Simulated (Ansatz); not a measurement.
# Platinum, omega (AlB2-type) under revPBE: structure, energy and stiffness, part 2 of 2

Aim: take platinum in the omega (AlB2-type) structure, relax it, solve it on a dense k-mesh, then scale the cell to 7 volumes from 88 to 112 % of the relaxed one and try a fit of the equation of state. Spin polarisation is left out. The k-meshes are 8×8×12 for the relaxation; 11×11×15 for the dense run; 9×9×13 for the volumes.

Ansatz 0.2.0; DFT, revPBE, plane waves (420 eV) with PAW, scalar-relativistic. Earlier steps stand in the parts before.

## (3) Dense single point

input.yaml

```yaml
crystal:
  lattice:
    - [4.5529300213, 0.0, 0.0]
    - [-2.2764650106, 3.9429530601, 0.0]
    - [0.0, 0.0, 2.7146426379]
  atoms:
    - { symbol: Pt, position: [1.0, 1.0, 0.0] }
    - { symbol: Pt, position: [0.3333333333, 0.6666666667, 0.5] }
    - { symbol: Pt, position: [0.6666666667, 0.3333333333, 0.5] }
hamiltonian:
  xc: revpbe
  pseudopotentials:
    kind: paw
    azcp:
      Pt: "pseudopotentials/Pt.paw.azcp"
basis:
  ecutwfc: 420
  fft_grid_basis: typed
kpoints:
  mp_grid: { grid: [11, 11, 15], shift: [0, 0, 0] }
magnetization:
  spin_polarized: false
scf:
  occupations: { method: fermi_dirac, width: 0.1 }
output:
  write_density: true
  write_potential: true
  elf: true
  volumetric_format: npy
```

The log of the run, shortened:

```text
Warning: RAYON_NUM_THREADS=2 ignored (pool sized by the plan → 2); use --threads N
[...]
Pseudopotentials: kind: paw
Pseudopotential: Pt, paw, valence charge 18, recommended cutoff 420 eV (normal), <dir>
Functional definition: revPBE
[...]
Crystal: 3 atoms, lattice volume = 48.733 Å³
Basis set: ecut = 420 eV, 951 PW (Γ)
Bands: 33, of which v1, the nominal top of the filled ones, is band 27 counted from 1 (26 counted from 0)
Symmetry: 24 space group operations
Space group: P6/mmm (ITA 191), of the structure as read, at distance tolerance 3.7e-5 Å
k-points: 128 of 1815
[...]
SCF iter   1: F=—  HF=-37598.131841 eV  |F-HF|=—  |Δ(HF+E_count)|=         —  Δρ=7.45e-3  dr2=1.86e-2  ethr=1.77e-3  ⟨swp⟩=5.2  Hψ=14580  notcnv=0  defer=36
[...]
SCF iter   6: F=-37598.134206 eV  HF=-37598.134206 eV  |F-HF|=4.44e-10  |Δ(HF+E_count)|=   2.62e-8  Δρ=8.66e-6  dr2=2.91e-8  ethr=1.85e-10  ⟨swp⟩=4.3  Hψ=10376  notcnv=0
[...]
SCF converged after 6 iterations
Free energy (F): -37598.134206 eV
[...]
E sigma→0 (E₀):  -37598.049816 eV
Entropy (-TS):   -0.168780 eV (-56.260 meV/atom)
Fermi energy:    21.190586 eV
[...]
--- Band table (eV; the first three rows and the last of 128) ---
[...]
```

Run time: 6 s. Hardware: 2 threads of AMD EPYC 7R43 (Zen 3), shared host; peak memory 0.46 GiB.

Density in a lattice plane of the grid's cell (edges 4.55 and 4.55 Å, at 0.500 of the third edge), which holds Pt.

Ten even steps from '0' (0.21 e/Å³) to '9' (11.63 e/Å³):
```
000000000000000000000000
000000000000000000000000
000000001222100000000000
000000124554210000000000
000001357875310000000000
000013689985210000000000
000025799964100000000000
000135788642000000000000
000134665310000000110000
000122332100000123322100
000001100000001356643100
000000000000024688753100
000000000000146999752000
000000000001258998631000
000000000001357875310000
000000000001245542100000
000000000000122210000000
000000000000000000000000
000000000000000000000000
000000000000000000000000
```
Columns run along the first of these edges and rows up along the second, over one cell in 24 and 20 even steps from the bottom left corner. Atoms in the plane (fractional): Pt at (0.33, 0.67), Pt at (0.67, 0.33).

ELF in the same plane.

Values, 12 rows by 12 columns:
```
0.27 0.25 0.22 0.22 0.25 0.32 0.32 0.25 0.22 0.22 0.25 0.27
0.24 0.22 0.21 0.28 0.47 0.55 0.47 0.27 0.21 0.22 0.24 0.25
0.23 0.22 0.28 0.55 0.66 0.67 0.55 0.28 0.22 0.22 0.22 0.22
0.26 0.25 0.47 0.66 0.67 0.66 0.47 0.26 0.25 0.22 0.21 0.22
0.31 0.32 0.55 0.67 0.66 0.54 0.34 0.30 0.26 0.28 0.27 0.25
0.34 0.32 0.47 0.55 0.47 0.34 0.33 0.34 0.47 0.55 0.47 0.32
0.31 0.25 0.27 0.28 0.26 0.30 0.34 0.54 0.66 0.67 0.55 0.32
0.26 0.22 0.21 0.22 0.25 0.26 0.47 0.66 0.67 0.66 0.47 0.25
0.23 0.22 0.22 0.22 0.22 0.28 0.55 0.67 0.66 0.55 0.28 0.22
0.24 0.25 0.24 0.22 0.21 0.27 0.47 0.55 0.47 0.28 0.21 0.22
0.27 0.27 0.25 0.22 0.22 0.25 0.32 0.32 0.25 0.22 0.22 0.25
0.29 0.27 0.24 0.23 0.26 0.31 0.34 0.31 0.26 0.23 0.24 0.27
```
Columns run along the first of these edges and rows up along the second, over one cell in 12 and 12 even steps from the bottom left corner. Atoms in the plane (fractional): Pt at (0.33, 0.67), Pt at (0.67, 0.33).

Both are smooth fields of the valence electrons: close to the nuclei they are not physical.

## (4) Equation of state: 88 %

input.yaml

```yaml
crystal:
  lattice:
    - [4.3629998623, 0.0, 0.0]
    - [-2.1814999312, 3.7784687175, 0.0]
    - [0.0, 0.0, 2.601398528]
  atoms:
    - { symbol: Pt, position: [1.0, 1.0, 0.0] }
    - { symbol: Pt, position: [0.3333333333, 0.6666666667, 0.5] }
    - { symbol: Pt, position: [0.6666666667, 0.3333333333, 0.5] }
hamiltonian:
  xc: revpbe
  pseudopotentials:
    kind: paw
    azcp:
      Pt: "pseudopotentials/Pt.paw.azcp"
basis:
  ecutwfc: 420
  fft_grid_basis: typed
kpoints:
  mp_grid: { grid: [9, 9, 13], shift: [0, 0, 0] }
magnetization:
  spin_polarized: false
scf:
  occupations: { method: fermi_dirac, width: 0.1 }
  lower_state_search: "off"
output:
  stress: true
```

The log of the run, shortened:

```text
Warning: RAYON_NUM_THREADS=2 ignored (pool sized by the plan → 2); use --threads N
[...]
[... 3 set-up lines as earlier in the session ...]
[...]
Crystal: 3 atoms, lattice volume = 42.885 Å³
Basis set: ecut = 420 eV, 855 PW (Γ)
Bands: 33, of which v1, the nominal top of the filled ones, is band 27 counted from 1 (26 counted from 0)
[... 1 set-up line as earlier in the session ...]
Space group: P6/mmm (ITA 191), of the structure as read, at distance tolerance 3.5e-5 Å
k-points: 84 of 1053
[...]
SCF iter   1: F=—  HF=-37597.486716 eV  |F-HF|=—  |Δ(HF+E_count)|=         —  Δρ=9.34e-3  dr2=2.43e-2  ethr=1.77e-3  ⟨swp⟩=5.5  Hψ=10180  notcnv=0  defer=17
[...]
SCF iter   6: F=-37597.487176 eV  HF=-37597.487176 eV  |F-HF|=2.55e-8  |Δ(HF+E_count)|=   3.89e-8  Δρ=8.66e-6  dr2=3.11e-8  ethr=1.85e-10  ⟨swp⟩=4.1  Hψ=9106  notcnv=0
[...]
SCF converged after 6 iterations
Free energy (F): -37597.487176 eV
[...]
E sigma→0 (E₀):  -37597.410159 eV
Entropy (-TS):   -0.154034 eV (-51.345 meV/atom)
Fermi energy:    25.095737 eV
[...]
--- Stress (GPa, compression-positive) ---
       39.579783       0.000000       0.000000
        0.000000      39.579783       0.000000
        0.000000       0.000000      40.742033
  P = ⅓ Tr σ = 39.9672 GPa (399.672 kbar)
```

Wall time 3.1 s (2 threads of AMD EPYC 7R43 (Zen 3), shared host); peak memory 0.42 GiB.

## (5) Equation of state: 92 %

Edit input.yaml of step 4 so:

```diff
@@ -2,5 +2,5 @@
   lattice:
-    - [4.3629998623, 0.0, 0.0]
-    - [-2.1814999312, 3.7784687175, 0.0]
-    - [0.0, 0.0, 2.601398528]
+    - [4.4281288652, 0.0, 0.0]
+    - [-2.2140644326, 3.8348720885, 0.0]
+    - [0.0, 0.0, 2.6402310968]
   atoms:
```

The log of the run, shortened:

```text
Warning: RAYON_NUM_THREADS=2 ignored (pool sized by the plan → 2); use --threads N
[...]
[... 3 set-up lines as earlier in the session ...]
[...]
Crystal: 3 atoms, lattice volume = 44.835 Å³
Basis set: ecut = 420 eV, 903 PW (Γ)
Bands: 33, of which v1, the nominal top of the filled ones, is band 27 counted from 1 (26 counted from 0)
[... 2 set-up lines as earlier in the session ...]
k-points: 84 of 1053
[...]
SCF iter   1: F=—  HF=-37597.864789 eV  |F-HF|=—  |Δ(HF+E_count)|=         —  Δρ=8.56e-3  dr2=2.06e-2  ethr=1.77e-3  ⟨swp⟩=5.3  Hψ=9939  notcnv=0  defer=23
[...]
SCF iter   6: F=-37597.866681 eV  HF=-37597.866681 eV  |F-HF|=1.36e-8  |Δ(HF+E_count)|=   1.33e-8  Δρ=6.49e-6  dr2=1.77e-8  ethr=1.85e-10  ⟨swp⟩=4.0  Hψ=9070  notcnv=0
[...]
SCF converged after 6 iterations
Free energy (F): -37597.866681 eV
[...]
E sigma→0 (E₀):  -37597.785833 eV
Entropy (-TS):   -0.161697 eV (-53.899 meV/atom)
Fermi energy:    23.677585 eV
[...]
--- Stress (GPa, compression-positive) ---
       22.779035       0.000000       0.000000
        0.000000      22.779035       0.000000
        0.000000       0.000000      23.838145
  P = ⅓ Tr σ = 23.1321 GPa (231.321 kbar)
```

Wall time 2.8 s (2 threads of AMD EPYC 7R43 (Zen 3), shared host); peak memory 0.42 GiB.

## (6) Equation of state: 96 %

Edit input.yaml of step 5 so:

```diff
@@ -2,5 +2,5 @@
   lattice:
-    - [4.4281288652, 0.0, 0.0]
-    - [-2.2140644326, 3.8348720885, 0.0]
-    - [0.0, 0.0, 2.6402310968]
+    - [4.4913963968, 0.0, 0.0]
+    - [-2.2456981984, 3.8896633781, 0.0]
+    - [0.0, 0.0, 2.6779537805]
   atoms:
```

The log of the run, shortened:

```text
Warning: RAYON_NUM_THREADS=2 ignored (pool sized by the plan → 2); use --threads N
[...]
[... 3 set-up lines as earlier in the session ...]
[...]
Crystal: 3 atoms, lattice volume = 46.784 Å³
Basis set: ecut = 420 eV, 927 PW (Γ)
Bands: 33, of which v1, the nominal top of the filled ones, is band 27 counted from 1 (26 counted from 0)
[... 2 set-up lines as earlier in the session ...]
k-points: 84 of 1053
[...]
SCF iter   1: F=—  HF=-37598.062982 eV  |F-HF|=—  |Δ(HF+E_count)|=         —  Δρ=7.91e-3  dr2=1.86e-2  ethr=1.77e-3  ⟨swp⟩=5.2  Hψ=9755  notcnv=0  defer=22
[...]
SCF iter   6: F=-37598.065463 eV  HF=-37598.065463 eV  |F-HF|=6.28e-9  |Δ(HF+E_count)|=   3.01e-8  Δρ=5.01e-6  dr2=9.50e-9  ethr=1.85e-10  ⟨swp⟩=4.0  Hψ=9014  notcnv=0
[...]
SCF converged after 6 iterations
Free energy (F): -37598.065463 eV
[...]
E sigma→0 (E₀):  -37597.980772 eV
Entropy (-TS):   -0.169382 eV (-56.461 meV/atom)
Fermi energy:    22.379448 eV
[...]
--- Stress (GPa, compression-positive) ---
        9.786875      -0.000000      -0.000000
       -0.000000       9.786875      -0.000000
       -0.000000      -0.000000      10.722424
  P = ⅓ Tr σ = 10.0987 GPa (100.987 kbar)
```

Wall time 2.9 s (2 threads of AMD EPYC 7R43 (Zen 3), shared host); peak memory 0.42 GiB.

## (7) Equation of state: 100 %

Edit input.yaml of step 6 so:

```diff
@@ -2,5 +2,5 @@
   lattice:
-    - [4.4913963968, 0.0, 0.0]
-    - [-2.2456981984, 3.8896633781, 0.0]
-    - [0.0, 0.0, 2.6779537805]
+    - [4.5529300213, 0.0, 0.0]
+    - [-2.2764650106, 3.9429530601, 0.0]
+    - [0.0, 0.0, 2.7146426379]
   atoms:
@@ -27 +27,5 @@
   stress: true
+  write_density: true
+  write_potential: true
+  elf: true
+  volumetric_format: npy
```

The log of the run, shortened:

```text
Warning: RAYON_NUM_THREADS=2 ignored (pool sized by the plan → 2); use --threads N
[...]
[... 3 set-up lines as earlier in the session ...]
[...]
Crystal: 3 atoms, lattice volume = 48.733 Å³
Basis set: ecut = 420 eV, 951 PW (Γ)
Bands: 33, of which v1, the nominal top of the filled ones, is band 27 counted from 1 (26 counted from 0)
[... 2 set-up lines as earlier in the session ...]
k-points: 84 of 1053
[...]
SCF iter   1: F=—  HF=-37598.121878 eV  |F-HF|=—  |Δ(HF+E_count)|=         —  Δρ=7.37e-3  dr2=1.74e-2  ethr=1.77e-3  ⟨swp⟩=5.2  Hψ=9616  notcnv=0  defer=22
[...]
SCF iter   6: F=-37598.124425 eV  HF=-37598.124425 eV  |F-HF|=4.79e-9  |Δ(HF+E_count)|=   4.40e-8  Δρ=7.86e-6  dr2=2.25e-8  ethr=1.85e-10  ⟨swp⟩=9.2  Hψ=17100  notcnv=0
[...]
SCF converged after 6 iterations
Free energy (F): -37598.124425 eV
[...]
E sigma→0 (E₀):  -37598.035866 eV
Entropy (-TS):   -0.177118 eV (-59.039 meV/atom)
Fermi energy:    21.187400 eV
[...]
--- Stress (GPa, compression-positive) ---
       -0.242486       0.000000       0.000000
       -0.000000      -0.242486       0.000000
        0.000000       0.000000       0.564456
  P = ⅓ Tr σ = 0.0265 GPa (0.265 kbar)
--- Band table (eV; the first three rows and the last of 84) ---
[...]
```

It took 4.2 s on 2 threads of AMD EPYC 7R43 (Zen 3), shared host; peak memory 0.41 GiB.

## (8) Equation of state: 104 %

Edit input.yaml of step 7 so:

```diff
@@ -2,5 +2,5 @@
   lattice:
-    - [4.5529300213, 0.0, 0.0]
-    - [-2.2764650106, 3.9429530601, 0.0]
-    - [0.0, 0.0, 2.7146426379]
+    - [4.612843866, 0.0, 0.0]
+    - [-2.306421933, 3.9948399716, 0.0]
+    - [0.0, 0.0, 2.7503657166]
   atoms:
```

The log of the run, shortened:

```text
Warning: RAYON_NUM_THREADS=2 ignored (pool sized by the plan → 2); use --threads N
[...]
[... 3 set-up lines as earlier in the session ...]
[...]
Crystal: 3 atoms, lattice volume = 50.683 Å³
Basis set: ecut = 420 eV, 975 PW (Γ)
Bands: 33, of which v1, the nominal top of the filled ones, is band 27 counted from 1 (26 counted from 0)
[... 2 set-up lines as earlier in the session ...]
k-points: 84 of 1053
[...]
SCF iter   1: F=—  HF=-37598.072950 eV  |F-HF|=—  |Δ(HF+E_count)|=         —  Δρ=6.93e-3  dr2=1.68e-2  ethr=1.77e-3  ⟨swp⟩=5.1  Hψ=9483  notcnv=0  defer=23
[...]
SCF iter   6: F=-37598.075508 eV  HF=-37598.075508 eV  |F-HF|=6.09e-9  |Δ(HF+E_count)|=   6.44e-8  Δρ=7.89e-6  dr2=2.39e-8  ethr=1.85e-10  ⟨swp⟩=9.0  Hψ=17060  notcnv=0
[...]
SCF converged after 6 iterations
Free energy (F): -37598.075508 eV
[...]
E sigma→0 (E₀):  -37597.983039 eV
Entropy (-TS):   -0.184937 eV (-61.646 meV/atom)
Fermi energy:    20.089565 eV
[...]
--- Stress (GPa, compression-positive) ---
       -7.954846      -0.000000       0.000000
       -0.000000      -7.954846      -0.000000
       -0.000000      -0.000000      -7.270404
  P = ⅓ Tr σ = -7.7267 GPa (-77.267 kbar)
--- Band table (eV; the first three rows and the last of 84) ---
[...]
```

It took 4.4 s on 2 threads of AMD EPYC 7R43 (Zen 3), shared host; peak memory 0.43 GiB.

## (9) Equation of state: 108 %

Edit input.yaml of step 8 so:

```diff
@@ -2,5 +2,5 @@
   lattice:
-    - [4.612843866, 0.0, 0.0]
-    - [-2.306421933, 3.9948399716, 0.0]
-    - [0.0, 0.0, 2.7503657166]
+    - [4.671240494, 0.0, 0.0]
+    - [-2.335620247, 4.045412935, 0.0]
+    - [0.0, 0.0, 2.7851841688]
   atoms:
@@ -27,5 +27 @@
   stress: true
-  write_density: true
-  write_potential: true
-  elf: true
-  volumetric_format: npy
```

The log of the run, shortened:

```text
Warning: RAYON_NUM_THREADS=2 ignored (pool sized by the plan → 2); use --threads N
[...]
[... 3 set-up lines as earlier in the session ...]
[...]
Crystal: 3 atoms, lattice volume = 52.632 Å³
Basis set: ecut = 420 eV, 1023 PW (Γ)
Bands: 33, of which v1, the nominal top of the filled ones, is band 27 counted from 1 (26 counted from 0)
[... 2 set-up lines as earlier in the session ...]
k-points: 84 of 1053
[...]
SCF iter   1: F=—  HF=-37597.941541 eV  |F-HF|=—  |Δ(HF+E_count)|=         —  Δρ=6.57e-3  dr2=1.68e-2  ethr=1.77e-3  ⟨swp⟩=5.1  Hψ=9410  notcnv=0  defer=21
[...]
SCF iter   6: F=-37597.943804 eV  HF=-37597.943804 eV  |F-HF|=7.31e-9  |Δ(HF+E_count)|=   8.12e-8  Δρ=8.31e-6  dr2=2.80e-8  ethr=1.85e-10  ⟨swp⟩=4.0  Hψ=9042  notcnv=0
[...]
SCF converged after 6 iterations
Free energy (F): -37597.943804 eV
[...]
E sigma→0 (E₀):  -37597.847386 eV
Entropy (-TS):   -0.192837 eV (-64.279 meV/atom)
Fermi energy:    19.075910 eV
[...]
--- Stress (GPa, compression-positive) ---
      -13.847675      -0.000000       0.000000
       -0.000000     -13.847675       0.000000
        0.000000       0.000000     -13.271368
  P = ⅓ Tr σ = -13.6556 GPa (-136.556 kbar)
```

Wall time 2.9 s (2 threads of AMD EPYC 7R43 (Zen 3), shared host); peak memory 0.43 GiB.

## (10) Equation of state: 112 %

Edit input.yaml of step 9 so:

```diff
@@ -2,5 +2,5 @@
   lattice:
-    - [4.671240494, 0.0, 0.0]
-    - [-2.335620247, 4.045412935, 0.0]
-    - [0.0, 0.0, 2.7851841688]
+    - [4.7282124563, 0.0, 0.0]
+    - [-2.3641062282, 4.0947521017, 0.0]
+    - [0.0, 0.0, 2.8191531772]
   atoms:
```

The log of the run, shortened:

```text
Warning: RAYON_NUM_THREADS=2 ignored (pool sized by the plan → 2); use --threads N
[...]
[... 3 set-up lines as earlier in the session ...]
[...]
Crystal: 3 atoms, lattice volume = 54.581 Å³
Basis set: ecut = 420 eV, 1071 PW (Γ)
Bands: 33, of which v1, the nominal top of the filled ones, is band 27 counted from 1 (26 counted from 0)
[... 1 set-up line as earlier in the session ...]
Space group: P6/mmm (ITA 191), of the structure as read, at distance tolerance 3.8e-5 Å
k-points: 84 of 1053
[...]
SCF iter   1: F=—  HF=-37597.747291 eV  |F-HF|=—  |Δ(HF+E_count)|=         —  Δρ=6.23e-3  dr2=1.62e-2  ethr=1.77e-3  ⟨swp⟩=5.2  Hψ=9414  notcnv=0  defer=19
[...]
SCF iter   6: F=-37597.749067 eV  HF=-37597.749067 eV  |F-HF|=8.80e-9  |Δ(HF+E_count)|=   9.03e-8  Δρ=8.48e-6  dr2=3.15e-8  ethr=1.85e-10  ⟨swp⟩=4.0  Hψ=9019  notcnv=0
[...]
SCF converged after 6 iterations
Free energy (F): -37597.749067 eV
[...]
E sigma→0 (E₀):  -37597.648728 eV
Entropy (-TS):   -0.200677 eV (-66.892 meV/atom)
Fermi energy:    18.137822 eV
[...]
--- Stress (GPa, compression-positive) ---
      -18.305907      -0.000000       0.000000
       -0.000000     -18.305907       0.000000
        0.000000       0.000000     -17.817063
  P = ⅓ Tr σ = -18.1430 GPa (-181.430 kbar)
```

Run time: 2.9 s. Hardware: 2 threads of AMD EPYC 7R43 (Zen 3), shared host; peak memory 0.44 GiB.

## (11) Energy and pressure against volume

All volumes keep the relaxed shape and fractional coordinates.

```csv
V (Å³/atom),E − E₀ (meV/atom),P from the stress (GPa),P from the fit (GPa)
14.295,208.5,39.97,39.73
14.945,83.3,23.13,22.80
15.595,18.3,10.10,9.77
16.244,0.0,0.03,-0.29
16.894,17.6,-7.73,-8.03
17.544,62.8,-13.66,-13.98
18.194,129.0,-18.14,-18.52
```

A third-order Birch-Murnaghan fit gives V₀ = 16.223 Å³/atom, B₀ = 222 GPa and B₀′ = 5.5; it misses no point by more than 0.06 meV/atom.

The fit is made to E(σ → 0), while the stress belongs to the free energy F; that is one source of the offset between the two pressures.

## (12) Results

What follows sums up all 2 parts.

```
                      quantity                                   value
space group (spins left aside)                        P6/mmm (No. 191)
             conventional cell  a = 4.553 Å, c = 2.715 Å (c/a = 0.596)
                        volume                          16.244 Å³/atom
             shortest distance                                 2.629 Å
               gap on the mesh            none (levels filled in part)
               relative to fcc                           +140 meV/atom
                   V₀, B₀, B₀′            16.223 Å³/atom, 222 GPa, 5.5
```

**Reading.** From the guessed start the volume grew by 7.6 % in 6 steps. Against the reference form of platinum (fcc, computed apart with the same settings) it stands 140 meV/atom higher. Levels at the Fermi energy are filled in part, as in a metal. The fitted modulus is 222 GPa; letting shape and positions relax at each volume could only lower it. The symmetry was held, so the structure may be unstable against distortions that break it.
